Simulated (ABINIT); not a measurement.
## Ag: equation of state with PBE

Crystal: Ag.

```xyz
1
Lattice="0.0000 2.0427 2.0427 2.0427 0.0000 2.0427 2.0427 2.0427 0.0000" Properties=species:S:1:pos:R:3 pbc="T T T"
Ag    0.0000    0.0000    0.0000
```

```json
{
  "Program": "ABINIT 10.8.3 (patched build)",
  "Task": "equation of state",
  "Functional": "PBE",
  "Potentials or basis": "SG15 NC PBE v1.2",
  "Cutoff": "707 eV",
  "k mesh": "11 × 11 × 11",
  "Occupations": "fermi-dirac, width 0.05 eV",
  "Spin": "no spin polarisation"
}
```

- Equilibrium volume: 17.79 Å³/atom
- Bulk modulus: 89 GPa
- Pressure derivative of the bulk modulus: 6.3

Energy against volume, from the lowest point:
| volume (Å³/atom) | energy (meV/atom) |
| --- | --- |
| 16.025 | 62.88 |
| 16.366 | 38.93 |
| 16.707 | 21.42 |
| 17.048 | 9.57 |
| 17.389 | 2.64 |
| 17.730 | 0.00 |
| 18.071 | 1.09 |

Wall time 77 s on 1 thread of Arm Neoverse V2 (shared host), peak memory 0.09 GiB.

Caveat: pressures at fixed basis lie under the slope of the energies. PBE usually gives volumes a little too large and moduli too small.
